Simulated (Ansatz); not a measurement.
**TiO under changes of volume**

One of the cells (9.802 Å³/atom); the others are scaled copies at fixed shape and fractional positions:

```
CELL_PARAMETERS angstrom
2.85161 0.00000 0.00000
-1.42580 2.46956 0.00000
0.00000 0.00000 5.56750
ATOMIC_POSITIONS crystal
Ti 0.66667 0.33333 0.75000
Ti 0.33333 0.66667 0.25000
O 0.00000 0.00000 0.50000
O 0.00000 0.00000 0.00000
```

The cell comes from a database or a generator and needn't be the stable form of this composition.

| Item | Value |
| --- | --- |
| Program | Ansatz 0.2.0 |
| Functional | r2SCAN |
| Potentials or basis | Ansatz PAW |
| Cutoff | 500 eV (not typed: the program's choice for these potentials) |
| k mesh | 11 × 11 × 5 |
| Occupations | fermi-dirac, width 0.05 eV |
| Spin | no spin polarisation |

| volume (Å³/atom) | energy over the lowest point (meV/atom) | pressure (GPa) |
| --- | --- | --- |
| 9.214 | 12.00 | 10.7 |
| 9.410 | 2.55 | 4.8 |
| 9.606 | 0.00 | -0.5 |
| 9.802 | ? | ? |
| 9.998 | 12.81 | -9.6 |
| 10.194 | 26.95 | -13.5 |
| 10.390 | 45.56 | -16.9 |

Problem. What does the run at 9.802 Å³/atom give?

Solution. Energy over the lowest point 3.63 meV/atom; pressure -5.3 GPa.

Worked out: A Birch-Murnaghan fit of order 3 (a polynomial in V^(-2/3)) to the other rows has its minimum at 9.59 Å³/atom with B0 = V·E''(V) = 250 GPa and B' = 4.3 at fixed shape and positions, which overstates the stiffness. It gives 3.63 meV/atom at 9.802 Å³/atom, against the run's 3.63, and -dE/dV = -5.3 GPa, against -5.3.

Energies are extrapolated to zero smearing.

Caveats: the PAW data sets come from PBE, with cores solved anew for the run's functional, which leaves a small shift of forces and pressure.
